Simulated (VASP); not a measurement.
# C (P6_3/mmc) in VASP: settings compared

One crystal, C, is run at these levels: PBEsol, PBE+D2; tasks: single point.

All numbers are computed with VASP 6.6.1; they aren't measurements. Logs are shortened: lines on timing, memory, paths and dates and some standing lists are left out, and cuts for length are marked.

**1. The structure**

It takes space group P6_3/mmc (No. 194, hexagonal). Conventional cell: a = 2.461 Å, b = 2.461 Å, c = 6.440 Å, α = 90.00°, β = 90.00°, γ = 120.00°. Around C (site symmetry -6m2) lie 3 C at 1.42 Å. Around C (site symmetry -6m2) lie 3 C at 1.42 Å.

The cell was built by a generator and needn't be a form met in nature.

**2. Single point, PBEsol**

Input file INCAR:

```
  PREC = Accurate
  ENCUT = 520
  EDIFF = 1E-6
  ISMEAR = -1
  SIGMA = 0.05
  LREAL = False
  LASPH = True
  NELM = 100
  ALGO = Fast
  ISIF = 2
  LWAVE = False
  LCHARG = False
  GGA = PS
  NBANDS = 16
```

Input file KPOINTS:

```
regular mesh
0
Gamma
  16 16 4
```

Input file POSCAR:

```
C
1.0
    2.4610000000      0.0000000000      0.0000000000
   -1.2305000000      2.1312885187      0.0000000000
    0.0000000000      0.0000000000      6.4396800000
C
4
Direct
    0.0000000000      0.0000000000      0.2500000000
    0.3333333333      0.6666666667      0.2500000000
    0.0000000000      0.0000000000      0.7500000000
    0.6666666667      0.3333333333      0.7500000000
```

Potentials or basis: VASP PAW PBE potentials, release 64 (C).

Command:

```sh
$ cat potpaw_PBE.64/C/POTCAR > POTCAR
$ mpirun -np 1 vasp_std > vasp.out
```

OUTCAR:

```text
PREC = Accurate
   ENCUT = 520
   EDIFF = 1E-6
   ISMEAR = -1
   LREAL = False
   LASPH = True
   NELM = 100
   ISIF = 2
   GGA = PS

 ion  position               nearest neighbor table
   1  0.000  0.000  0.250-   2 1.42   2 1.42   2 1.42
   2  0.333  0.667  0.250-   1 1.42   1 1.42   1 1.42
   3  0.000  0.000  0.750-   4 1.42   4 1.42   4 1.42
   4  0.667  0.333  0.750-   3 1.42   3 1.42   3 1.42

  LATTYP: Found a hexagonal cell.
 ALAT       =     2.4610000000
 C/A-ratio  =     2.6166924015

  Lattice vectors:

 A1 = (   2.4610000000,   0.0000000000,   0.0000000000)
 A2 = (  -1.2305000000,   2.1312885187,   0.0000000000)
 A3 = (   0.0000000000,   0.0000000000,   6.4396800000)

Analysis of symmetry for initial positions (statically):
=====================================================================
 Subroutine PRICEL returns:
 Original cell was already a primitive cell.

 Routine SETGRP: Setting up the symmetry group for a
 hexagonal supercell.

 Subroutine GETGRP returns: Found 24 space group operations
 (whereof 12 operations were pure point group operations)
 out of a pool of 24 trial point group operations.

The static configuration has the point symmetry D_3d.
 The point group associated with its full space group is D_6h.

Analysis of symmetry for dynamics (positions and initial velocities):
=====================================================================
 Subroutine PRICEL returns:
 Original cell was already a primitive cell.

 Routine SETGRP: Setting up the symmetry group for a
 hexagonal supercell.

 Subroutine GETGRP returns: Found 24 space group operations
 (whereof 12 operations were pure point group operations)
 out of a pool of 24 trial point group operations.

The dynamic configuration has the point symmetry D_3d.
 The point group associated with its full space group is D_6h.

 Subroutine INISYM returns: Found 24 space group operations
 (whereof 12 operations are pure point group operations),
 and found     1 'primitive' translations

----------------------------------------------------------------------------------------

                                     Primitive cell

  volume of cell :      33.7768

  direct lattice vectors                    reciprocal lattice vectors
     2.461000000  0.000000000  0.000000000     0.406338887  0.234599866  0.000000000
    -1.230500000  2.131288519  0.000000000     0.000000000  0.469199731  0.000000000
     0.000000000  0.000000000  6.439680000     0.000000000  0.000000000  0.155287219

  length of vectors
     2.461000000  2.461000000  6.439680000     0.469199731  0.469199731  0.155287219

  position of ions in fractional coordinates (direct lattice)
     0.000000000  0.000000000  0.250000000
     0.333333333  0.666666667  0.250000000
     0.000000000  0.000000000  0.750000000
     0.666666667  0.333333333  0.750000000

  ion indices of the primitive-cell ions
   primitive index   ion index
                 1           1
                 2           2
                 3           3
                 4           4

----------------------------------------------------------------------------------------

 KPOINTS: regular mesh

Automatic generation of k-mesh.
 Grid dimensions read from file:
 generate k-points for:   16   16    4

 Generating k-lattice:

  Cartesian coordinates                     Fractional coordinates (reciprocal lattice)
     0.025396180  0.014662492  0.000000000     0.062500000  0.000000000  0.000000000
     0.000000000  0.029324983  0.000000000     0.000000000  0.062500000  0.000000000
     0.000000000  0.000000000  0.038821805     0.000000000  0.000000000  0.250000000

  Length of vectors
     0.029324983  0.029324983  0.038821805

  Shift w.r.t. Gamma in fractional coordinates (k-lattice)
     0.000000000  0.000000000  0.000000000

 Subroutine IBZKPT returns following result:
 ===========================================

 Found     90 irreducible k-points:

 Following reciprocal coordinates:
            Coordinates               Weight
  0.000000  0.000000  0.000000      1.000000
  0.062500 -0.000000  0.000000      6.000000
  0.125000 -0.000000  0.000000      6.000000
  0.187500 -0.000000  0.000000      6.000000
  0.250000 -0.000000  0.000000      6.000000
  0.312500 -0.000000  0.000000      6.000000
[... 16 lines left out ...]
  0.187500  0.187500  0.000000      6.000000
  0.250000  0.187500  0.000000     12.000000
 [... further k-points ...]
   k-points           NKPTS =     90   k-points in BZ     NKDIM =     90   number of bands    NBANDS=     16
   number of dos      NEDOS =    301   number of ions     NIONS =      4
   total plane-waves  NPLWV =  15552
   dimension x,y,z NGX =    18 NGY =   18 NGZ =   48
   dimension x,y,z NGXF=    36 NGYF=   36 NGZF=   96
   ions per type =               4
   NGX,Y,Z   is equivalent  to a cutoff of  12.16, 12.16, 12.39 a.u.
   NGXF,Y,Z  is equivalent  to a cutoff of  24.32, 24.32, 24.78 a.u.
 SYSTEM =  unknown system
   PREC   = accura    normal or accurate (medium, high low for compatibility)
   ISTART =      0    job   : 0-new  1-cont  2-samecut
   ICHARG =      2    charge: 1-file 2-atom 10-const
   ISPIN  =      1    spin polarized calculation?
   LNONCOLLINEAR =      F non collinear calculations
   LSORBIT =      F    spin-orbit coupling
   LASPH  =      T    aspherical Exc in radial PAW
   ENCUT  =  520.0 eV  38.22 Ry    6.18 a.u.   4.58  4.58 11.97*2*pi/ulx,y,z
   NELM   =    100;   NELMIN=  2; NELMDL= -5     # of ELM steps
   EDIFF  = 0.1E-05   stopping-criterion for ELM
   LREAL  =      F    real-space projection
   EDIFFG = 0.1E-04   stopping-criterion for IOM
   NSW    =      0    number of steps for IOM
   IBRION =     -1    ionic relax: 0-MD 1-quasi-New 2-CG
   NFREE  =      0    steps in history (QN), initial steepest desc. (CG)
   ISIF   =      2    stress and relaxation
   ISYM   =      2    0-nonsym 1-usesym 2-fastsym
   POTIM  = 0.5000    time-step for ionic-motion
   TEBEG  =    0.0;   TEEND  =   0.0 temperature during run
   PSTRESS=    0.0 pullay stress
   NELECT =      16.0000    total number of electrons
   NUPDOWN=      -1.0000    fix difference up-down
   EMIN   =  10.00;   EMAX   =-10.00  energy-range for DOS
   EFERMI =   0.00;   METHOD = LEGACY
   ISMEAR =    -1;   SIGMA  =   0.05  broadening in eV -4-tet -1-fermi 0-gaus
   EFERMI_NEDOS =   21; number of points for ismear=-14 and -15
   IALGO  =     68    algorithm
   IMIX   =      4    mixing-type and parameters
     AMIX     =   0.40;   BMIX     =  1.00
     AMIX_MAG =   1.60;   BMIX_MAG =  1.00
  volume/ion in A,a.u.               =       8.44        56.98
  Fermi-wavevector in a.u.,A,eV,Ry     =   1.276171  2.411613 22.158608  1.628612
  Thomas-Fermi vector in A             =   2.408842
   LORBIT       =      0    0 simple, 1 ext, 2 COOP (PROOUT), +10 PAW based schemes
   GGA     = PS    functional components
   LHFCALC =     F    Hartree Fock is set to
   AEXX    =    0.0000 exact exchange contribution
   IVDW    =     0    specifies the selected vdW correction
   LEPSILON=     F    determine dielectric tensor
   LRPA    =     F    only Hartree local field effects (RPA)
 non-spin polarized calculation
 RMM-DIIS sequential band-by-band and
  energy-cutoff  :      520.00
  volume of cell :       33.78
 maximum number of plane-waves:       926
   NGX =  9   NGY =  9   NGZ = 23

 number of electron      15.9999994 magnetization

 Free energy of the ion-electron system (eV)
  ---------------------------------------------------
  ext. energy  EPLUGINS =         0.00000000
  ---------------------------------------------------
  free energy    TOTEN  =       -38.55154326 eV

  energy without entropy =      -38.55141073  energy(sigma->0) =      -38.55147699

 E-fermi :   5.0420     XC(G=0): -10.8440

 val. band max:        4.8376015347   @ k =   0.3125   0.3125   0.0000
 cond. band min:       5.2481906857   @ k =   0.3125   0.3125   0.0000
 fundamental gap:      0.4105891510
 Fermi energy:         5.0420477131

 k-point     1 :       0.0000    0.0000    0.0000
  band No.  band energies     occupation
      1     -14.7079      2.00000
      2     -14.2866      2.00000
      3      -3.8067      2.00000
      4      -1.3346      2.00000
      5       2.0252      2.00000
      6       2.0252      2.00000
[... 8 lines left out ...]
     15      16.7018      0.00000
     16      17.6204      0.00000

 k-point     2 :       0.0625   -0.0000    0.0000
  band No.  band energies     occupation
      1     -14.6141      2.00000
      2     -14.1950      2.00000
      3      -3.6922      2.00000
      4      -1.2288      2.00000
      5       1.6430      2.00000
      6       1.6850      2.00000
[... 8 lines left out ...]
     15      16.3879      0.00000
     16      17.7788      0.00000

 k-point     3 :       0.1250   -0.0000    0.0000
  band No.  band energies     occupation
      1     -14.3331      2.00000
      2     -13.9207      2.00000
      3      -3.3500      2.00000
      4      -0.9136      2.00000
      5       0.6174      2.00000
      6       0.6891      2.00000
[... 8 lines left out ...]
     15      15.5131      0.00000
     16      18.2623      0.00000

 k-point     4 :       0.1875   -0.0000    0.0000
  band No.  band energies     occupation
      1     -13.8666      2.00000
      2     -13.4654      2.00000
      3      -2.7840      2.00000
      4      -0.8120      2.00000
      5      -0.7044      2.00000
      6      -0.3958      2.00000
[... 8 lines left out ...]
     15      16.5524      0.00000
     16      17.0652      0.00000
[... 324 lines left out ...]
 k-point    22 :       0.4375    0.1250    0.0000
  band No.  band energies     occupation
      1      -9.0470      2.00000
      2      -8.8923      2.00000
      3      -8.0433      2.00000
      4      -7.9310      2.00000
      5      -2.5557      2.00000
      6      -2.4343      2.00000
[... 8 lines left out ...]
     15      18.3460      0.00000
     16      18.4639      0.00000

 k-point    23 :       0.1875    0.1875    0.0000
  band No.  band energies     occupation
      1     -12.2110      2.00000
      2     -11.8497      2.00000
      3      -3.4788      2.00000
      4      -3.3911      2.00000
      5      -2.0822      2.00000
      6      -2.0170      2.00000
[... 8 lines left out ...]
     15      17.1568      0.00000
     16      17.5986      0.00000

 k-point    24 :       0.2500    0.1875    0.0000
  band No.  band energies     occupation
      1     -11.3114      2.00000
      2     -10.9722      2.00000
      3      -4.7352      2.00000
      4      -4.5920      2.00000
      5      -2.9171      2.00000
      6      -2.8118      2.00000
[... 8 lines left out ...]
     15      17.5240      0.00000
     16      18.4341      0.00000

 [... further k-points ...]

------------------------ aborting loop because EDIFF is reached ----------------------------------------

  FORCE on cell =-STRESS in cart. coord.  units (eV):
  Direction    XX          YY          ZZ          XY          YZ          ZX
  --------------------------------------------------------------------------------------
  -------------------------------------------------------------------------------------
  Total       -0.0747506     -0.0747506      0.6083999      0.0000000     -0.0000000      0.0000000
  in kB       -3.5457417     -3.5457417     28.8590193      0.0000000     -0.0000000      0.0000000
  external PRESSURE =       7.2558453 kB  Pullay stress =       0.0000000 kB

 VOLUME and BASIS-vectors are now :
 -----------------------------------------------------------------------------
  energy-cutoff  :      520.00
  volume of cell :       33.78
      direct lattice vectors                 reciprocal lattice vectors
     2.461000000  0.000000000  0.000000000     0.406338887  0.234599866  0.000000000
    -1.230500000  2.131288519  0.000000000     0.000000000  0.469199731  0.000000000
     0.000000000  0.000000000  6.439680000     0.000000000  0.000000000  0.155287219

 POSITION                                       TOTAL-FORCE (eV/Angst)
 -----------------------------------------------------------------------------------
      0.00000      0.00000      1.60992         0.000000      0.000000     -0.000000
     -0.00000      1.42086      1.60992        -0.000000      0.000000     -0.000000
      0.00000      0.00000      4.82976        -0.000000      0.000000     -0.000000
      1.23050      0.71043      4.82976         0.000000     -0.000000      0.000000
 -----------------------------------------------------------------------------------
    total drift:                                0.000000     -0.000000      0.000000

  FREE ENERGIE OF THE ION-ELECTRON SYSTEM (eV)
  ---------------------------------------------------
  free  energy   TOTEN  =       -38.5515432596 eV

  energy  without entropy=      -38.5514107250  energy(sigma->0) =      -38.55147699
```

Wall time 44 s (1 thread of Intel Xeon Platinum 8259CL at 2.50GHz (Skylake/Cascade Lake), shared host); peak memory 0.15 GiB.

What came out:

- Free energy: -38.5515 eV
- Pressure: 0.7 GPa
- Band gap on the k mesh: 0.41 eV, direct

Stress tensor (GPa, compression positive):
```
-0.35  0.00  0.00
 0.00 -0.35  0.00
 0.00  0.00  2.89
```

Caveat: the PAW data sets were made with another functional, which shifts forces and pressure a little; this functional lacks dispersion, which binds the layers, so the pressure and a relaxed spacing across them are unreliable.

**3. Single point, PBE+D2**

Edit INCAR of step 2 so:

```diff
@@ -12,3 +12,4 @@
   LCHARG = False
-  GGA = PS
+  GGA = PE
+  IVDW = 1
   NBANDS = 16
```

KPOINTS is that of step 2.

POSCAR is that of step 2.

Potentials or basis: VASP PAW PBE potentials, release 64 (C).

Command:

```sh
$ cat potpaw_PBE.64/C/POTCAR > POTCAR
$ mpirun -np 1 vasp_std > vasp.out
```

Run time: 39 s. Hardware: 1 thread of Intel Xeon Platinum 8259CL at 2.50GHz (Skylake/Cascade Lake), shared host; peak memory 0.15 GiB.

Results (log left out):

```yaml
Free_energy: -37.3429 eV
Pressure: 0.9 GPa
Band_gap_on_the_k_mesh: 0.43 eV, direct
Dispersion_energy_per_atom: -0.135 eV
```

Stress tensor (GPa, compression positive):
```
 1.43  0.00  0.00
 0.00  1.43  0.00
 0.00  0.00 -0.05
```

Levels at points of the mesh, in eV from the valence-band top:
```tsv
k point	band 4	band 5	band 6	band 7	band 8	band 9	band 10	band 11	band 12	band 13
(0.00, 0.00, 0.00)	-6.16	-2.85	-2.85	-2.82	-2.82	4.81	8.51	8.51	8.59	8.59
(0.50, 0.00, 0.00)	-13.00	-6.27	-6.19	-2.73	-1.89	1.71	2.48	7.36	7.89	11.68
(0.00, 0.00, 0.50)	-7.49	-2.83	-2.83	-2.83	-2.83	7.79	7.79	8.55	8.55	8.55
(0.50, 0.00, 0.50)	-13.08	-6.23	-6.23	-2.21	-2.21	1.81	1.81	7.61	7.61	13.04
```
